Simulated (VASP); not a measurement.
Input of a VASP 6.6.1 run:

POSCAR

```
AlN
1.0
    3.1130000000      0.0000000000      0.0000000000
   -1.5565000000      2.6959370820      0.0000000000
    0.0000000000      0.0000000000      4.9810000000
Al N
2 2
Direct
    0.6666666667      0.3333333333      0.5000000000
    0.3333333333      0.6666666667      0.0000000000
    0.6666666667      0.3333333333      0.8800000000
    0.3333333333      0.6666666667      0.3800000000
```

Contents of INCAR.step1:

```
PREC = Accurate ; ENCUT = 520
EDIFF = 1E-5 ; ISMEAR = 0
SIGMA = 0.02 ; LREAL = F
LASPH = T ; NELM = 100
ALGO = Normal ; ISIF = 2
LWAVE = T ; LCHARG = F
GGA = PE ; KPAR = 4
```

Contents of INCAR.step2:

```
PREC = Accurate ; ENCUT = 520
EDIFF = 1E-6 ; ISMEAR = 0
SIGMA = 0.02 ; LREAL = F
LASPH = T ; NELM = 100
ALGO = Normal ; ISIF = 2
LWAVE = F ; LCHARG = F
GGA = PE ; LHFCALC = T
AEXX = 0.25 ; PRECFOCK = Fast
HFRCUT = -1 ; ISTART = 1
KPAR = 4
```

The input KPOINTS:

```
regular mesh
0
Gamma
  6 6 4
```

The input KPOINTS_OPT:

```
path GMKGALHA,LM,KH
8
line-mode
reciprocal
 0.0000000000  0.0000000000  0.0000000000  G
 0.5000000000  0.0000000000  0.0000000000  M

 0.5000000000  0.0000000000  0.0000000000  M
 0.3333333333  0.3333333333  0.0000000000  K

 0.3333333333  0.3333333333  0.0000000000  K
 0.0000000000  0.0000000000  0.0000000000  G

 0.0000000000  0.0000000000  0.0000000000  G
 0.0000000000  0.0000000000  0.5000000000  A

 0.0000000000  0.0000000000  0.5000000000  A
 0.5000000000  0.0000000000  0.5000000000  L

 0.5000000000  0.0000000000  0.5000000000  L
 0.3333333333  0.3333333333  0.5000000000  H

 0.3333333333  0.3333333333  0.5000000000  H
 0.0000000000  0.0000000000  0.5000000000  A

 0.5000000000  0.0000000000  0.5000000000  L
 0.5000000000  0.0000000000  0.0000000000  M

 0.3333333333  0.3333333333  0.0000000000  K
 0.3333333333  0.3333333333  0.5000000000  H
```

Potentials or basis: VASP PAW PBE potentials, release 64 (Al, N).

Run with:

```sh
$ cat potpaw_PBE.64/Al/POTCAR potpaw_PBE.64/N/POTCAR > POTCAR
$ cp INCAR.step1 INCAR
$ mpirun -np 4 vasp_std > vasp.out
$ cp INCAR.step2 INCAR
$ mpirun -np 4 vasp_std > vasp.out
```

(1) Estimate the largest force.

(2) What does it give for the band gap along the path?

(3) Predict the band gap on the k mesh.

(4) Estimate the pressure.

Results:

(1) 0.128 eV/Å.

(2) 6.30 eV, direct.

(3) 6.30 eV, direct.

(4) -1.7 GPa.

Caveat: the PAW data sets were made with another functional, which shifts forces and pressure a little.

**Experimental background.**

From “Structural and optical properties of self-assembled AlN nanowires grown on SiO2/Si substrates by molecular beam epitaxy”, 2024, arxiv:2402.00216, for a bulk crystal of AlN at 0 K: band gap 6.0343 eV (an exciton energy, a little under the gap).

A measured gap of AlN is 6.0343 eV (an exciton energy, a little under the gap; 0 K; quoted in “Structural and optical properties of self-assembled AlN nanowires grown on SiO2/Si substrates by molecular beam epitaxy”, 2024, arxiv:2402.00216); the calculated 6.30 eV misses it by +0.27 eV. 2 values of this kind are on record (6.034 to 6.0343 eV); this one was drawn at random. The value is that of PBE0, without temperature or zero-point motion.
